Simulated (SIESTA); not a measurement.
AlRu under changes of volume

One of the cells (13.655 Å³/atom); the others are scaled copies at fixed shape and fractional positions:

```xyz
2
Lattice="3.0114 0.0000 0.0000 0.0000 3.0114 0.0000 0.0000 0.0000 3.0114" Properties=species:S:1:pos:R:3 pbc="T T T"
Ru    1.5057    1.5057    1.5057
Al    0.0000    0.0000    0.0000
```

- Program: SIESTA 5.4.2
- Functional: PBEsol
- Potentials or basis: PseudoDojo 0.4 standard (PBEsol files)
- Basis: DZP (energy shift 0.003 Ry; two zetas on semicore shells)
- Grid cutoff: 800 Ry
- Energy shift: 0.003 Ry
- k mesh: 9 × 9 × 9
- Occupations: fermi-dirac, width 0.05 eV
- Spin: no spin polarisation

```csv
volume (Å³/atom),energy over the lowest point (meV/atom),pressure (GPa)
12.584,26.40,13.5
12.851,?,?
13.119,0.00,2.9
13.655,5.76,-5.8
13.922,18.60,-9.3
14.190,37.10,-12.6
```

**Question.** What does the run at 12.851 Å³/atom give?

**Answer.** Energy over the lowest point 8.72 meV/atom; pressure 7.9 GPa.

Worked out: A Birch-Murnaghan fit of order 3 (a polynomial in V^(-2/3)) to the other rows has its minimum at 13.28 Å³/atom with B0 = V·E''(V) = 222 GPa and B' = 4.7. It gives 8.73 meV/atom at 12.851 Å³/atom, against the run's 8.72, and -dE/dV = 7.8 GPa, against 7.9.

Energies are extrapolated to zero smearing.

Caveats: the basis of atomic orbitals isn't converged, which shifts pressures, moduli and gaps.
